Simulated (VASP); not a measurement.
# Y: relaxation of cell and atoms with PBEsol

Crystal: Y.

```
Y
1.0
     3.64740    0.00000    0.00000
    -1.82370    3.15874    0.00000
     0.00000    0.00000    5.73060
Y
2
Direct
  0.33333 0.66667 0.25000
  0.66667 0.33333 0.75000
```

| Item | Value |
| --- | --- |
| Program | VASP 6.6.1 |
| Task | relaxation of cell and atoms |
| Functional | PBEsol |
| Potentials or basis | VASP PAW PBE potentials, release 64 (Y_sv) |
| Cutoff | 600 eV |
| k mesh | 12 × 12 × 7 |
| Occupations | methfessel-paxton, width 0.1 eV |
| Spin | no spin polarisation |
| Further INCAR settings | ALGO = Normal; EDIFF = 1e-06; IBRION = 2; EDIFFG = -0.01; NSW = 90; ISIF = 3 |

| Property | Result |
| --- | --- |
| Relaxed volume | 31.30 Å³/atom |
| Relaxed cell | a = 3.594 Å, b = 3.594 Å, c = 5.594 Å, α = 90.00°, β = 90.00°, γ = 120.00° |
| Space group after relaxing (to 0.05 Å) | P6_3/mmc (No. 194) |
| Energy gained by relaxing | 12.3 meV/atom |
| Ionic steps | 7 |
| Pressure after relaxing | 0.0 GPa |
| Band gap on the k mesh | none (metal or under the smearing width) |

The path:
| step | energy change (eV) | largest force (eV/Å) | pressure (GPa) | volume (Å³) |
| --- | --- | --- | --- | --- |
| 1 | 0.0000 | 0.0000 | -2.13 | 66.02 |
| 2 | -0.0237 | 0.0000 | 0.38 | 61.92 |
| 3 | -0.0245 | 0.0000 | 0.04 | 62.49 |
| 4 | -0.0245 | 0.0000 | -0.02 | 62.56 |
| 5 | -0.0245 | 0.0000 | -0.01 | 62.57 |
| 6 | -0.0245 | 0.0000 | -0.03 | 62.61 |
| 7 | -0.0246 | 0.0000 | -0.02 | 62.59 |

Final structure:
```
CELL_PARAMETERS angstrom
3.59440 0.00000 0.00000
-1.79720 3.11284 0.00000
0.00000 0.00000 5.59405
ATOMIC_POSITIONS crystal
Y 0.33333 0.66667 0.25000
Y 0.66667 0.33333 0.75000
```

Levels at points of the mesh, in eV from the Fermi level:
```csv
k point,band 8,band 9,band 10,band 11,band 12,band 13,band 14,band 15
"(0.00, 0.00, 0.00)",-22.13,-4.77,-1.93,1.11,1.77,1.77,2.16,2.43
"(0.50, 0.00, 0.00)",-22.24,-1.71,-1.28,-0.88,-0.04,1.45,1.51,2.19
```

It took 4.1 min on 2 MPI ranks on Intel(R) Xeon(R) Platinum 8488C (Sapphire Rapids), on a shared host, peak memory 0.26 GiB a rank.

Caveat: the PAW data sets were made with another functional, which shifts forces and pressure a little.
